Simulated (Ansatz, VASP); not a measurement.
MgO: VASP beside Ansatz

```
CELL_PARAMETERS angstrom
3.48638 0.00000 0.00000
-1.74319 3.01929 0.00000
0.00000 0.00000 4.17804
ATOMIC_POSITIONS crystal
Mg 0.66667 0.33333 0.75000
Mg 0.33333 0.66667 0.25000
O 0.66667 0.33333 0.25000
O 0.33333 0.66667 0.75000
```

Measurements of this composition are mostly on another form, of space group No. 225.

Alike in both runs: task single point; functional r2SCAN; k mesh 6 × 6 × 4; no spin polarisation.

|  | VASP | Ansatz |
| --- | --- | --- |
| version | VASP 6.6.1 | Ansatz 0.2.0 |
| potentials or method | VASP PAW PBE potentials, release 64 (Mg, O) | plane waves, PAW |
| plane-wave cutoff (eV) | 520 | 500 |
| occupations | gaussian, width 0.01 eV | fixed |
| valence electrons in the cell | 16 | 32 |

```tsv
	VASP	Ansatz	Ansatz less VASP
gap on the k mesh at the Fermi level (eV)	4.08	4.10	+0.014
```

The two sets of potentials don't hold the same shells in valence.

Caveats: the PAW data sets were made with another functional, which shifts forces and pressure a little (VASP). r2SCAN opens gaps a little over a GGA but as a rule still falls short of measured ones.
